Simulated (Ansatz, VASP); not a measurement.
**Rh: VASP beside Ansatz**

```
Rh
1.0
     2.70957    0.00000    0.00000
    -1.35479    2.34656    0.00000
     0.00000    0.00000    8.85634
Rh
4
Direct
  0.66667 0.33333 0.75000
  0.00000 0.00000 0.50000
  0.33333 0.66667 0.25000
  0.00000 0.00000 0.00000
```

This isn't the form of Rh at room conditions, which is fcc.

Alike in both runs: task single point; functional LDA; k mesh 11 × 11 × 3; occupations fermi-dirac, width 0.05 eV; no spin polarisation.

```csv
,VASP,Ansatz
version,VASP 6.6.1,Ansatz 0.2.0
potentials or method,"VASP PAW LDA potentials, release 64 (Rh_pv)",Ansatz PAW
plane-wave cutoff (eV),520,420
valence electrons in the cell,60,68
```

```tsv
	VASP	Ansatz	Ansatz less VASP
gap on the k mesh at the Fermi level (eV)	none	none	-
pressure (GPa)	-15.7	-16.4	-0.73
largest component of the traceless stress (GPa)	1.07	1.08	+0.017
```

A gap of «none» marks a metal or a gap that the smearing closes. The two sets of potentials don't hold the same shells in valence.

Caveats: so large a pressure means that the cell lies far from this level's equilibrium, or that cutoff or potentials fall short (VASP); the PAW data sets come from PBE, with cores solved anew for the run's functional, which leaves a small shift of forces and pressure (Ansatz).
